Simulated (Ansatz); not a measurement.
# Preparing KMgF3 (Pm-3m) as a host crystal, part 2 of 2

Before any defect goes in: KMgF3 (Pm-3m) at rest, and how it screens a charge.

Ansatz 0.2.0; plane-wave PAW DFT, PBE; relaxation of the host's cell and atoms (the session's first sound run).

So far, mean electronic dielectric tensor: step 3 (dielectric tensors of the host) 2.10.

## 4. Defect free supercell relaxed in its symmetry

This cell, the one that will hold the defects, is built from the relaxed host. Symmetry fixes every atom, so this run gives the energy of the symmetric cell at the supercell's k-points, the reference for the test of stability.

This step: plane-wave PAW DFT, PBE; relaxation of the defect-free supercell in its symmetry (Ansatz 0.2.0).

System of this step: KMgF3 (Pm-3m). The structure is cubic, space group Pm-3m (No. 221). Conventional cell: a = 4.054 Å, b = 4.054 Å, c = 4.054 Å, α = 90.00°, β = 90.00°, γ = 90.00°. Nearest to K lie 12 F at 2.87 Å. Nearest to Mg lie 6 F at 2.03 Å. F has 2 Mg at 2.03 Å and 4 K at 2.87 Å nearest. Farther neighbours and most contacts between anions are not listed.

The input, pristine.symmetric/input.yaml:

```yaml
crystal:
  lattice:
    - [8.1077117647, 0.0, 0.0]
    - [0.0, 8.1077117647, 0.0]
    - [0.0, 0.0, 8.1077117647]
  atoms:
    - { symbol: K, position: [0.25, 0.25, 0.25] }
    - { symbol: Mg, position: [0.0, 0.0, 0.0] }
    - { symbol: F, position: [0.0, 0.25, 0.0] }
    - { symbol: F, position: [0.0, 0.0, 0.25] }
    - { symbol: F, position: [0.25, 0.0, 0.0] }
    - { symbol: K, position: [0.25, 0.25, 0.75] }
    - { symbol: Mg, position: [0.0, 0.0, 0.5] }
    - { symbol: F, position: [0.0, 0.25, 0.5] }
    - { symbol: F, position: [0.0, 0.0, 0.75] }
    - { symbol: F, position: [0.25, 0.0, 0.5] }
    - { symbol: K, position: [0.25, 0.75, 0.25] }
    - { symbol: Mg, position: [0.0, 0.5, 0.0] }
    - { symbol: F, position: [0.0, 0.75, 0.0] }
    - { symbol: F, position: [0.0, 0.5, 0.25] }
    - { symbol: F, position: [0.25, 0.5, 0.0] }
    - { symbol: K, position: [0.25, 0.75, 0.75] }
    - { symbol: Mg, position: [0.0, 0.5, 0.5] }
    - { symbol: F, position: [0.0, 0.75, 0.5] }
    - { symbol: F, position: [0.0, 0.5, 0.75] }
    - { symbol: F, position: [0.25, 0.5, 0.5] }
    - { symbol: K, position: [0.75, 0.25, 0.25] }
    - { symbol: Mg, position: [0.5, 0.0, 0.0] }
    - { symbol: F, position: [0.5, 0.25, 0.0] }
    - { symbol: F, position: [0.5, 0.0, 0.25] }
    - { symbol: F, position: [0.75, 0.0, 0.0] }
    - { symbol: K, position: [0.75, 0.25, 0.75] }
    - { symbol: Mg, position: [0.5, 0.0, 0.5] }
    - { symbol: F, position: [0.5, 0.25, 0.5] }
    - { symbol: F, position: [0.5, 0.0, 0.75] }
    - { symbol: F, position: [0.75, 0.0, 0.5] }
    - { symbol: K, position: [0.75, 0.75, 0.25] }
    - { symbol: Mg, position: [0.5, 0.5, 0.0] }
    - { symbol: F, position: [0.5, 0.75, 0.0] }
    - { symbol: F, position: [0.5, 0.5, 0.25] }
    - { symbol: F, position: [0.75, 0.5, 0.0] }
    - { symbol: K, position: [0.75, 0.75, 0.75] }
    - { symbol: Mg, position: [0.5, 0.5, 0.5] }
    - { symbol: F, position: [0.5, 0.75, 0.5] }
    - { symbol: F, position: [0.5, 0.5, 0.75] }
    - { symbol: F, position: [0.75, 0.5, 0.5] }
basis:
  ecutwfc: 420
  xc_grid: 2
hamiltonian:
  xc: pbe
kpoints:
  mp_grid: { grid: [1, 1, 1] }
scf:
  occupations: { method: fermi_dirac, width: 0.01 }
  max_iter: 100
  lower_state_search: "off"
output:
  forces: true
relax:
  f_tol: 0.015
  max_steps: 60
  escape_saddle: false
checkpoint:
  write: "../pristine.symmetric.run"
  compress: false
  write_wavefunctions: false
  write_every: 100000
```

The run is started by

```console
$ ansatz run input.yaml --threads 4 --pin off --max-ram 9420MiB --backend cpu --events-out ev --progress --plain --runs-dir out
```

Numbers of over 12 decimals in the logs are rounded to 6 here.

The log of the run:

```text
[...]
Crystal: 40 atoms, lattice volume = 532.960 Å³
Basis set: ecut = 420 eV, 10395 PW (Γ), exchange–correlation on 120×120×120 points (8 copies of the dense FFT grid, shifted against one another)
Bands: 200, of which v1, the nominal top of the filled ones, is band 160 counted from 1 (159 counted from 0)
Symmetry: 384 space group operations
[...]
k-points: 1
[...]
SCF iter   1: F=—  HF=-47157.755286 eV  |F-HF|=—  |Δ(HF+E_count)|=         —  Δρ=4.59e-4  dr2=3.93e-4  ethr=1.77e-3  ⟨swp⟩=6.0  Hψ=844  notcnv=0  defer=10
[...]
SCF iter   7: F=-47157.765090 eV  HF=-47157.765090 eV  |F-HF|=6.46e-8  |Δ(HF+E_count)|=   9.35e-8  Δρ=4.78e-6  dr2=8.13e-8  ethr=3.13e-11  ⟨swp⟩=3.0  Hψ=621  notcnv=0
SCF 1 converged in 7 iterations: F = -47157.765090 eV  dr2 = 8.13e-8
[...]
relax step   1: F+E_penalty+E_count = -47157.76508958 eV  Δ(F+E_penalty+E_count) = +0.000e0 eV  max|allowed force component| = 3.659e-24 eV/Å  Δτ_max = 0.0000 Å  (7 SCF iters, accepted)
SCF converged after 7 iterations
Free energy (F): -47157.765090 eV
[...]
Internal energy: -47157.765090 eV  (E = F + TS)
E sigma→0 (E₀):  -47157.765090 eV
Fermi energy:    5.875157 eV
[...]
--- Relaxed structure (1 steps of the walk, 1 accepted, 0 SCFs on fresh bases) ---
  F+E_penalty+E_count = -47157.76508958 eV   max|allowed force component| = 3.659e-24 eV/Å
  atoms:
    - { symbol: K, position: [0.250000, 0.250000, 0.250000] }
    - { symbol: Mg, position: [0.0, 0.0, 0.0] }
    - { symbol: F, position: [0.0, 0.250000, 0.0] }
    - { symbol: F, position: [0.0, 0.0, 0.250000] }
    - { symbol: F, position: [0.250000, 0.0, 0.0] }
    - { symbol: K, position: [0.250000, 0.250000, 0.750000] }
    - { symbol: Mg, position: [0.0, 0.0, 0.500000] }
    - { symbol: F, position: [0.0, 0.250000, 0.500000] }
    - { symbol: F, position: [0.0, 0.0, 0.750000] }
    - { symbol: F, position: [0.250000, 0.0, 0.500000] }
    - { symbol: K, position: [0.250000, 0.750000, 0.250000] }
    - { symbol: Mg, position: [0.0, 0.500000, 0.0] }
    - { symbol: F, position: [0.0, 0.750000, 0.0] }
    - { symbol: F, position: [0.0, 0.500000, 0.250000] }
    - { symbol: F, position: [0.250000, 0.500000, 0.0] }
    - { symbol: K, position: [0.250000, 0.750000, 0.750000] }
    - { symbol: Mg, position: [0.0, 0.500000, 0.500000] }
    - { symbol: F, position: [0.0, 0.750000, 0.500000] }
    - { symbol: F, position: [0.0, 0.500000, 0.750000] }
    - { symbol: F, position: [0.250000, 0.500000, 0.500000] }
    - { symbol: K, position: [0.750000, 0.250000, 0.250000] }
    - { symbol: Mg, position: [0.500000, 0.0, 0.0] }
    - { symbol: F, position: [0.500000, 0.250000, 0.0] }
    - { symbol: F, position: [0.500000, 0.0, 0.250000] }
    - { symbol: F, position: [0.750000, 0.0, 0.0] }
    - { symbol: K, position: [0.750000, 0.250000, 0.750000] }
    - { symbol: Mg, position: [0.500000, 0.0, 0.500000] }
    - { symbol: F, position: [0.500000, 0.250000, 0.500000] }
    - { symbol: F, position: [0.500000, 0.0, 0.750000] }
    - { symbol: F, position: [0.750000, 0.0, 0.500000] }
    - { symbol: K, position: [0.750000, 0.750000, 0.250000] }
    - { symbol: Mg, position: [0.500000, 0.500000, 0.0] }
    - { symbol: F, position: [0.500000, 0.750000, 0.0] }
    - { symbol: F, position: [0.500000, 0.500000, 0.250000] }
    - { symbol: F, position: [0.750000, 0.500000, 0.0] }
    - { symbol: K, position: [0.750000, 0.750000, 0.750000] }
    - { symbol: Mg, position: [0.500000, 0.500000, 0.500000] }
    - { symbol: F, position: [0.500000, 0.750000, 0.500000] }
    - { symbol: F, position: [0.500000, 0.500000, 0.750000] }
    - { symbol: F, position: [0.750000, 0.500000, 0.500000] }
```

The job ended after 2.2 s (4 threads of Arm Neoverse V1, shared host; peak memory 0.65 GiB).

The forces vanish from the start, and no atom moves.

## 5. Defect free supercell relaxed from displaced atoms

This step: plane-wave PAW DFT, PBE; relaxation of the defect-free supercell from random displacements, a test of the host's stability (Ansatz 0.2.0).

pristine.rattled/input.yaml, as its differences from pristine.symmetric/input.yaml of step 4:

```diff
@@ -61,6 +61,6 @@
   f_tol: 0.015
-  max_steps: 60
-  escape_saddle: false
+  max_steps: 120
+  random_displacement: { amplitude: 0.06, seed: 7848 }
 checkpoint:
-  write: "../pristine.symmetric.run"
+  write: "../pristine.rattled.run"
   compress: false
```

The log of the run:

```text
[...]
Crystal: 40 atoms, lattice volume = 532.960 Å³
Basis set: ecut = 420 eV, 10395 PW (Γ), exchange–correlation on 120×120×120 points (8 copies of the dense FFT grid, shifted against one another)
Bands: 200, of which v1, the nominal top of the filled ones, is band 160 counted from 1 (159 counted from 0)
Symmetry: 1 space group operations
k-points: 1
[...]
SCF iter   1: F=—  HF=-47157.343918 eV  |F-HF|=—  |Δ(HF+E_count)|=         —  Δρ=5.44e-4  dr2=7.34e-4  ethr=1.77e-3  ⟨swp⟩=6.0  Hψ=829  notcnv=0  defer=22
[...]
SCF iter   6: F=-47157.348399 eV  HF=-47157.348399 eV  |F-HF|=7.00e-8  |Δ(HF+E_count)|=   1.84e-7  Δρ=3.87e-6  dr2=3.78e-8  ethr=3.88e-10  ⟨swp⟩=2.0  Hψ=557  notcnv=0
SCF 1 converged in 6 iterations: F = -47157.348399 eV  dr2 = 3.78e-8
[...]
relax step   1: F+E_penalty+E_count = -47157.34839868 eV  Δ(F+E_penalty+E_count) = +0.000e0 eV  max|allowed force component| = 1.079e0 eV/Å  Δτ_max = 0.0000 Å  (6 SCF iters, dr2 threshold 5.63e-6 eV, accepted)
[...]
relax step   2: F+E_penalty+E_count = -47157.56519231 eV  Δ(F+E_penalty+E_count) = -2.168e-1 eV  max|allowed force component| = 5.611e-1 eV/Å  Δτ_max = 0.1950 Å  (6 SCF iters, dr2 threshold 7.28e-5 eV, accepted)
relax step   3: F+E_penalty+E_count = -47157.76486201 eV  Δ(F+E_penalty+E_count) = -1.997e-1 eV  max|allowed force component| = 9.122e-3 eV/Å  Δτ_max = 0.1322 Å  (6 SCF iters, dr2 threshold 1.97e-5 eV, accepted)
[...]
SCF iter   4: F=-47157.764863 eV  HF=-47157.764863 eV  |F-HF|=3.62e-8  |Δ(HF+E_count)|=   7.01e-7  Δρ=4.76e-6  dr2=6.29e-8  ethr=3.13e-11  ⟨swp⟩=3.0  Hψ=708  notcnv=0
SCF 4 converged in 4 iterations: F = -47157.764863 eV  dr2 = 6.29e-8
relax step   4: F+E_penalty+E_count = -47157.76486300 eV  Δ(F+E_penalty+E_count) = -9.889e-7 eV  max|allowed force component| = 8.821e-3 eV/Å  Δτ_max = 0.0000 Å  (4 SCF iters, accepted)
SCF converged after 4 iterations
Free energy (F): -47157.764863 eV
[...]
Internal energy: -47157.764863 eV  (E = F + TS)
E sigma→0 (E₀):  -47157.764863 eV
Fermi energy:    5.875185 eV
[...]
--- Forces (eV/Å), atoms counted from 1 ---
  atom   1  K     -0.00198053     0.00882542    -0.00094511
  atom   2  Mg    -0.00208986    -0.00039185    -0.00216735
  atom   3  F      0.00008594    -0.00018649    -0.00352211
  atom   4  F      0.00259608    -0.00032135     0.00149730
  atom   5  F      0.00163653     0.00161354     0.00149718
  atom   6  K     -0.00021795     0.00272640    -0.00091360
  atom   7  Mg    -0.00188778     0.00066540    -0.00112373
  atom   8  F      0.00137248     0.00071766     0.00068249
  atom   9  F      0.00118002    -0.00305695    -0.00077856
  atom  10  F      0.00163564     0.00131385     0.00013455
  atom  11  K     -0.00067399    -0.00798016     0.00529422
  atom  12  Mg    -0.00056608    -0.00122417    -0.00078713
  atom  13  F      0.00542229    -0.00009269     0.00216308
  atom  14  F      0.00135626    -0.00276688     0.00216953
  atom  15  F      0.00119037    -0.00073297     0.00110398
  atom  16  K      0.00120116    -0.00268092    -0.00664927
  atom  17  Mg    -0.00033388     0.00187914     0.00193620
  atom  18  F     -0.00166613    -0.00227299     0.00074734
  atom  19  F      0.00083211     0.00249800    -0.00288153
  atom  20  F     -0.00023672     0.00235125     0.00260500
  atom  21  K      0.00131010     0.00827210    -0.00787744
  atom  22  Mg    -0.00432368    -0.00041506    -0.00323443
  atom  23  F      0.00136557    -0.00128504     0.00066214
  atom  24  F      0.00042990     0.00148921    -0.00046384
  atom  25  F      0.00112920    -0.00395334     0.00264417
  atom  26  K      0.00000984     0.00078225     0.00714971
  atom  27  Mg    -0.00117758     0.00232073    -0.00408594
  atom  28  F      0.00062782    -0.00058903     0.00379755
  atom  29  F     -0.00236825    -0.00215921     0.00258923
  atom  30  F     -0.00071096     0.00136890    -0.00074727
  atom  31  K      0.00203883    -0.00754257    -0.00078655
  atom  32  Mg     0.00041749     0.00005258    -0.00018683
  atom  33  F     -0.00392914     0.00248652     0.00067169
  atom  34  F     -0.00029463    -0.00249956     0.00103803
  atom  35  F      0.00021605     0.00563039     0.00072453
  atom  36  K     -0.00088049    -0.00092339    -0.00087818
  atom  37  Mg     0.00012866     0.00036512    -0.00061512
  atom  38  F     -0.00294656    -0.00135367    -0.00261049
  atom  39  F     -0.00128867    -0.00119723    -0.00120470
  atom  40  F      0.00157473    -0.00156265     0.00347161
  max |Σ_I F_I| component: 1.84e-4 eV/Å
--- Relaxed structure (4 steps of the walk, 4 accepted, 0 SCFs on fresh bases) ---
  F+E_penalty+E_count = -47157.76486300 eV   max|allowed force component| = 8.821e-3 eV/Å
  atoms:
    - { symbol: K, position: [0.248891, 0.248551, 0.249286] }
    - { symbol: Mg, position: [-0.001272, -0.000970, -0.000741] }
    - { symbol: F, position: [-0.000662, 0.248924, -0.000264] }
    - { symbol: F, position: [-0.001327, -0.001359, 0.249242] }
    - { symbol: F, position: [0.248785, -0.001693, -0.000784] }
    - { symbol: K, position: [0.248780, 0.248892, 0.749309] }
    - { symbol: Mg, position: [-0.001143, -0.001123, 0.499311] }
    - { symbol: F, position: [-0.001362, 0.248888, 0.498876] }
    - { symbol: F, position: [-0.001208, -0.000604, 0.749277] }
    - { symbol: F, position: [0.248796, -0.001053, 0.499266] }
    - { symbol: K, position: [0.248805, 0.749249, 0.248947] }
    - { symbol: Mg, position: [-0.001309, 0.498894, -0.000718] }
    - { symbol: F, position: [-0.002025, 0.748989, -0.001173] }
    - { symbol: F, position: [-0.001242, 0.499394, 0.249170] }
    - { symbol: F, position: [0.248732, 0.499527, -0.000896] }
    - { symbol: K, position: [0.248708, 0.748968, 0.749611] }
    - { symbol: Mg, position: [-0.001169, 0.498940, 0.499103] }
    - { symbol: F, position: [-0.000984, 0.748971, 0.499534] }
    - { symbol: F, position: [-0.001305, 0.498529, 0.749217] }
    - { symbol: F, position: [0.248788, 0.498712, 0.499116] }
    - { symbol: K, position: [0.748716, 0.248602, 0.249637] }
    - { symbol: Mg, position: [0.498918, -0.001013, -0.000759] }
    - { symbol: F, position: [0.498129, 0.248923, -0.000522] }
    - { symbol: F, position: [0.498800, -0.001406, 0.249282] }
    - { symbol: F, position: [0.748763, -0.000335, -0.000851] }
    - { symbol: K, position: [0.748806, 0.249003, 0.748868] }
    - { symbol: Mg, position: [0.498806, -0.001165, 0.499390] }
    - { symbol: F, position: [0.498882, 0.248897, 0.498826] }
    - { symbol: F, position: [0.498871, -0.000708, 0.749240] }
    - { symbol: F, position: [0.748829, -0.001250, 0.499320] }
    - { symbol: K, position: [0.748680, 0.749218, 0.249280] }
    - { symbol: Mg, position: [0.498801, 0.498887, -0.000761] }
    - { symbol: F, position: [0.499488, 0.748942, -0.001043] }
    - { symbol: F, position: [0.498707, 0.499324, 0.249182] }
    - { symbol: F, position: [0.748741, 0.498133, -0.000798] }
    - { symbol: K, position: [0.748860, 0.748874, 0.749294] }
    - { symbol: Mg, position: [0.498736, 0.498979, 0.499170] }
    - { symbol: F, position: [0.498792, 0.748964, 0.499629] }
    - { symbol: F, position: [0.498842, 0.498731, 0.749200] }
    - { symbol: F, position: [0.748768, 0.499082, 0.498995] }
```

The job ended after 8 s (4 threads; peak memory 0.65 GiB).

The steps of the relaxation:

```tsv
step	energy less that of the first step (eV)	largest force component (eV/Å)
1	0.0000	1.0792
2	-0.2168	0.5611
3	-0.4165	0.0091
4	-0.4165	0.0088
```

The relaxed structure:

```xyz
40
Lattice="8.1077 0.0000 0.0000 0.0000 8.1077 0.0000 0.0000 0.0000 8.1077" Properties=species:S:1:pos:R:3 pbc="T T T"
K     2.0179    2.0152    2.0211
Mg   -0.0103   -0.0079   -0.0060
F    -0.0054    2.0182   -0.0021
F    -0.0108   -0.0110    2.0208
F     2.0171   -0.0137   -0.0064
K     2.0170    2.0179    6.0752
Mg   -0.0093   -0.0091    4.0483
F    -0.0110    2.0179    4.0447
F    -0.0098   -0.0049    6.0749
F     2.0172   -0.0085    4.0479
K     2.0172    6.0747    2.0184
Mg   -0.0106    4.0449   -0.0058
F    -0.0164    6.0726   -0.0095
F    -0.0101    4.0489    2.0202
F     2.0167    4.0500   -0.0073
K     2.0165    6.0724    6.0776
Mg   -0.0095    4.0453    4.0466
F    -0.0080    6.0724    4.0501
F    -0.0106    4.0419    6.0744
F     2.0171    4.0434    4.0467
K     6.0704    2.0156    2.0240
Mg    4.0451   -0.0082   -0.0062
F     4.0387    2.0182   -0.0042
F     4.0441   -0.0114    2.0211
F     6.0708   -0.0027   -0.0069
K     6.0711    2.0188    6.0716
Mg    4.0442   -0.0094    4.0489
F     4.0448    2.0180    4.0443
F     4.0447   -0.0057    6.0746
F     6.0713   -0.0101    4.0483
K     6.0701    6.0744    2.0211
Mg    4.0441    4.0448   -0.0062
F     4.0497    6.0722   -0.0085
F     4.0434    4.0484    2.0203
F     6.0706    4.0387   -0.0065
K     6.0715    6.0717    6.0751
Mg    4.0436    4.0456    4.0471
F     4.0441    6.0724    4.0508
F     4.0445    4.0436    6.0743
F     6.0708    4.0464    4.0457
```

The relaxation ends 10 meV an atom lower than the displaced start, with a largest force component of 0.0088 eV/Å.

## 6. Host on a dense mesh

This step: plane-wave PAW DFT, PBE; single point of the defect-free host, a test of the k-point sampling (Ansatz 0.2.0).

System of this step: KMgF3 (Pm-3m). The structure is cubic, space group Pm-3m (No. 221). Conventional cell: a = 4.054 Å, b = 4.054 Å, c = 4.054 Å, α = 90.00°, β = 90.00°, γ = 90.00°. Nearest to K lie 12 F at 2.87 Å. Nearest to Mg lie 6 F at 2.03 Å. F has 2 Mg at 2.03 Å and 4 K at 2.87 Å nearest. Farther neighbours and most contacts between anions are not listed.

The input, dense/input.yaml:

```yaml
crystal:
  lattice:
    - [4.0538558823, 0.0, 0.0]
    - [0.0, 4.0538558823, 0.0]
    - [0.0, 0.0, 4.0538558823]
  atoms:
    - { symbol: K, position: [0.5, 0.5, 0.5] }
    - { symbol: Mg, position: [0.0, 0.0, 0.0] }
    - { symbol: F, position: [0.0, 0.5, 0.0] }
    - { symbol: F, position: [0.0, 0.0, 0.5] }
    - { symbol: F, position: [0.5, 0.0, 0.0] }
basis:
  ecutwfc: 420
  xc_grid: 2
hamiltonian:
  xc: pbe
kpoints:
  mp_grid: { grid: [7, 7, 7] }
scf:
  occupations: { method: fermi_dirac, width: 0.01 }
  max_iter: 100
  lower_state_search: "off"
checkpoint:
  write: "../dense.run"
  compress: false
  write_wavefunctions: false
  write_every: 100000
```

The log of the run:

```text
[...]
Crystal: 5 atoms, lattice volume = 66.620 Å³
Basis set: ecut = 420 eV, 1309 PW (Γ), exchange–correlation on 60×60×60 points (8 copies of the dense FFT grid, shifted against one another)
Bands: 25, of which v1, the nominal top of the filled ones, is band 20 counted from 1 (19 counted from 0)
Symmetry: 48 space group operations
[...]
k-points: 20 of 343
[...]
SCF iter   1: F=—  HF=-5894.735966 eV  |F-HF|=—  |Δ(HF+E_count)|=         —  Δρ=4.97e-4  dr2=5.43e-5  ethr=1.77e-3  ⟨swp⟩=6.5  Hψ=2405  notcnv=0
[...]
SCF iter   6: F=-5894.736914 eV  HF=-5894.736914 eV  |F-HF|=2.59e-9  |Δ(HF+E_count)|=   1.51e-7  Δρ=3.25e-6  dr2=3.47e-9  ethr=2.50e-10  ⟨swp⟩=1.4  Hψ=1448  notcnv=0
SCF 1 converged in 6 iterations: F = -5894.736914 eV  dr2 = 3.47e-9
[...]
SCF converged after 6 iterations
Free energy (F): -5894.736914 eV
[...]
Internal energy: -5894.736914 eV  (E = F + TS)
E sigma→0 (E₀):  -5894.736914 eV
Fermi energy:    5.862714 eV
[...]
```

Run time: 0.52 s. Hardware: 4 threads; peak memory 0.33 GiB.

## 7. Defect free supercell at the zone centre

The supercell is run at the zone centre, to see how far that sampling misses the dense mesh.

System of this step: KMgF3 (Pm-3m). It takes space group Pm-3m (No. 221, cubic). Conventional cell: a = 4.054 Å, b = 4.054 Å, c = 4.054 Å, α = 90.00°, β = 90.00°, γ = 90.00°. K has 12 F at 2.87 Å nearest. Nearest to Mg lie 6 F at 2.03 Å. F has 2 Mg at 2.03 Å and 4 K at 2.87 Å nearest. Farther neighbours and most contacts between anions are not listed.

pristine.sampling_gamma/input.yaml, as its differences from pristine.rattled/input.yaml of step 5:

```diff
@@ -57,10 +57,4 @@
   lower_state_search: "off"
-output:
-  forces: true
-relax:
-  f_tol: 0.015
-  max_steps: 120
-  random_displacement: { amplitude: 0.06, seed: 7848 }
 checkpoint:
-  write: "../pristine.rattled.run"
+  write: "../pristine.sampling_gamma.run"
   compress: false
```

The log of the run:

```text
[...]
Crystal: 40 atoms, lattice volume = 532.960 Å³
Basis set: ecut = 420 eV, 10395 PW (Γ), exchange–correlation on 120×120×120 points (8 copies of the dense FFT grid, shifted against one another)
Bands: 200, of which v1, the nominal top of the filled ones, is band 160 counted from 1 (159 counted from 0)
Symmetry: 384 space group operations
[...]
k-points: 1
[...]
SCF iter   1: F=—  HF=-47157.755291 eV  |F-HF|=—  |Δ(HF+E_count)|=         —  Δρ=4.59e-4  dr2=3.93e-4  ethr=1.77e-3  ⟨swp⟩=6.0  Hψ=844  notcnv=0  defer=10
[...]
SCF iter   7: F=-47157.765090 eV  HF=-47157.765090 eV  |F-HF|=6.40e-8  |Δ(HF+E_count)|=   9.37e-8  Δρ=4.76e-6  dr2=8.06e-8  ethr=3.13e-11  ⟨swp⟩=2.0  Hψ=458  notcnv=0
SCF 1 converged in 7 iterations: F = -47157.765090 eV  dr2 = 8.06e-8
[...]
SCF converged after 7 iterations
Free energy (F): -47157.765090 eV
[...]
Internal energy: -47157.765090 eV  (E = F + TS)
E sigma→0 (E₀):  -47157.765090 eV
Fermi energy:    5.875157 eV
[...]
```

Wall time 2 s (4 threads); peak memory 0.65 GiB; 7 s of CPU time.

## 8. Summary of results

| Property | Result |
| --- | --- |
| primitive cell vectors, lengths | 4.054, 4.054, 4.054 Å |
| electronic dielectric constant | 2.10 |
| static dielectric constant | 8.18 |
| gap on the k-mesh of the response run (PBEsol) | 6.78 eV |
| supercell relaxed in its symmetry less the displaced and relaxed one | 0.000 eV |
| energy an atom at the zone centre alone less that on the dense mesh | 0.003 eV |

Step 5: The energy fell by 0.416 eV from the randomly displaced start; against the sites as typed, F13 ends farthest off, by 0.01 Å, once the mean shift is taken out. The displaced cell ends within 0.01 eV of the symmetric one relaxed in its symmetry, so no lower structure shows in this supercell. The k-mesh can miss the band edges, so this gap is an upper bound at this level. All at zero temperature.

[Logs are printed without paths, hosts, clocks, repeated set-up lines and the standing remarks that a program may print on its own settings, such as how far it seeks lower states.]

[Hosts, paths, dates, database ids (printed as entryN), source tags and the programs' standing remarks are cut or masked in the printed files.]

[Runs of the host that timed out are not shown.]

[For some hosts the program warned that the k-mesh of the response run may be too coarse for force constants and the static dielectric constant; such warnings are not always shown.]
